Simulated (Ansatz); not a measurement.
## Cu: band structure with LDA

Crystal: Cu.

```
Cu
1.0
    -1.47629    1.44746    1.38688
     1.43936   -1.45687    1.35803
     1.45605    1.43663   -1.39674
Cu
1
Direct
  0.00209 0.00979 0.00430
```

The cell isn't the ideal one: cell strained at random at fixed volume.

```yaml
Program: Ansatz 0.2.0
Task: band structure
Functional: LDA
Potentials_or_basis: SSSP efficiency PAW
Cutoff: 1225 eV
Density_cutoff: 12245 eV
k_mesh: 10 × 10 × 10
Occupations: gaussian, width 0.025 eV
Spin: no spin polarisation
Path: "[[\"X\", \"G\", \"Y\"], [\"L\", \"G\", \"Z\"], [\"N\", \"G\", \"M\"], [\"R\", \"G\"]]"
Points_for_each_segment_of_the_path: 14
```

```
Pressure               : -7.5 GPa
Band gap on the k mesh : none (metal or under the smearing width)
```

Stress tensor (GPa, compression positive):
```
-7.06  1.26  0.67
 1.26 -6.72 -0.02
 0.67 -0.02 -8.70
```

Levels at the corners of the path, in eV from the Fermi level:
```tsv
point	band 3	band 4	band 5	band 6	band 7	band 8	band 9	band 10
X	-2.22	-1.99	-1.41	-0.50	4.73	16.94	17.49	21.23
Γ	-3.22	-3.13	-2.31	-2.08	24.81	25.46	26.46	28.46
Y	-2.38	-2.10	-1.46	-1.07	3.90	18.29	19.59	22.62
L	-2.27	-2.02	-1.39	-0.37	4.92	16.96	17.29	21.17
Γ	-3.22	-3.13	-2.31	-2.08	24.81	25.46	26.46	28.46
Z	-2.20	-1.97	-1.42	-0.61	4.57	16.57	18.14	21.22
N	-1.66	-1.62	-1.53	7.50	7.67	9.60	13.41	14.01
Γ	-3.22	-3.13	-2.31	-2.08	24.81	25.46	26.46	28.46
M	-2.19	-1.95	-1.44	-0.79	4.30	17.25	18.05	21.57
R	-2.41	-2.16	-1.43	-0.86	4.21	18.30	19.06	22.46
Γ	-3.22	-3.13	-2.31	-2.08	24.81	25.46	26.46	28.46
```

Wall time 9.7 s on 2 threads of Arm Neoverse V1, with other jobs on the host, peak memory 0.59 GiB.
